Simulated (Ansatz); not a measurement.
# All-electron card of AlN

```xyz
2
Lattice="0.0000 1.9780 1.9780 1.9780 0.0000 1.9780 1.9780 1.9780 0.0000" Properties=species:S:1:pos:R:3 pbc="T T T"
Al    0.0000    0.0000    0.0000
N     1.9780    1.9780    1.9780
```

Atom numbers follow the list: Al1, N2.

The geometry is COD entry 1523095, unchecked; take it as a test cell.

Levels of theory: DFT, PBE, all-electron LAPW, scalar-relativistic (Ansatz 0.2.0); DFT, PBE, PAW with Ansatz's default frozen-core files, scalar-relativistic (Ansatz 0.2.0).

For LAPW: a Γ-centred 10×10×10 k mesh, Fermi–Dirac smearing of 0.02 eV, basis error target 1 meV/atom, no spin polarisation. PAW takes a cutoff of 420 eV at this cell. The Ansatz runs share mesh, smearing and spin set-up. Values come from LAPW unless marked.

```json
{
 "Löwdin charges (with 0.08 e of the cell spilling out of the atomic basis, so their sizes and signs hang on that basis)": "Al1 1.07, N2 -1.00 e",
 "Volume per atom": "7.74 Å³"
}
```

**Question.** Predict this quantity. Bader charges (from the PAW run).

**Answer.** Al1 +2.50, N2 -2.50 e.

**Question.** Predict this quantity. Smallest direct gap on the path.

**Answer.** 6.66 eV.

**Question.** Predict this quantity. Pressure at this cell.

**Answer.** 25.5 GPa.

**Question.** Predict this quantity. Band gap.

**Answer.** 5.19 eV, indirect from Γ to X (0.5, 0, 0.5).
